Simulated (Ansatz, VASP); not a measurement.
# One calculation of NiSb (Breithauptite), two programs

```
Sb Ni
1.0
     3.92800    0.00000    0.00000
    -1.96400    3.40175    0.00000
     0.00000    0.00000    5.12000
Sb Ni
2 2
Direct
  0.66667 0.33333 0.75000
  0.33333 0.66667 0.25000
  0.00000 0.00000 0.50000
  0.00000 0.00000 0.00000
```

Alike in both runs: task single point; functional PBE; k mesh 8 × 8 × 5; occupations gaussian, width 0.02 eV; collinear spin, ferromagnetic start.

|  | VASP | Ansatz |
| --- | --- | --- |
| version | VASP 6.6.1 | Ansatz 0.2.0 |
| potentials or method | VASP PAW PBE potentials, release 54 (Sb, Ni) | Ansatz PAW |
| plane-wave cutoff (eV) | 520 | 420 |
| valence electrons in the cell | 30 | 66 |

Ansatz gave:

```
gap on the k mesh at the Fermi level (eV)       : none
pressure (GPa)                                  : 3.6
largest component of the traceless stress (GPa) : 0.18
net moment per atom (μB)                        : 0.00
```

**Question.** Which values does VASP return?

**Answer.** gap on the k mesh at the Fermi level (eV): none; pressure (GPa): 3.5; largest component of the traceless stress (GPa): 0.05; net moment per atom (μB): 0.00.

A gap of «none» marks a metal or a gap that the smearing closes. The two sets of potentials don't hold the same shells in valence.

Caveats: the starting moments weren't kept (Ansatz). Spin-orbit coupling is left out, which matters for the levels of Sb.
